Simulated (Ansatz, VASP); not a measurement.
**N: VASP beside Ansatz**

```
N
1.0
     2.51947    0.00000    0.00000
    -1.25974    2.18193    0.00000
     0.00000    0.00000    2.44600
N
2
Cartesian
  1.2597 0.7273 0.6115
  0.0000 1.4546 1.8345
```

The real solid is made of molecules; this cell is a model form.

Alike in both runs: task single point; functional PBE; dispersion D3(BJ); k mesh 9 × 9 × 8; occupations gaussian, width 0.1 eV; no spin polarisation.

|  | VASP | Ansatz |
| --- | --- | --- |
| version | VASP 6.6.1 | Ansatz 0.2.0 |
| potentials or method | VASP PAW PBE potentials, release 64 (N) | scalar-relativistic, plane waves, PAW |
| plane-wave cutoff (eV) | 520 | 420 |
| valence electrons in the cell | 10 | 10 |

VASP gave:

```
gap on the k mesh at the Fermi level (eV)       : none
pressure (GPa)                                  : 6.0
largest component of the traceless stress (GPa) : 7.20
```

Problem. Estimate Ansatz's values.

Solution. gap on the k mesh at the Fermi level (eV): none; pressure (GPa): 6.0; largest component of the traceless stress (GPa): 7.34.

A gap of «none» marks a metal or a gap that the smearing closes.

Caveats: pairwise dispersion overbinds metals, which lowers pressure and volume.
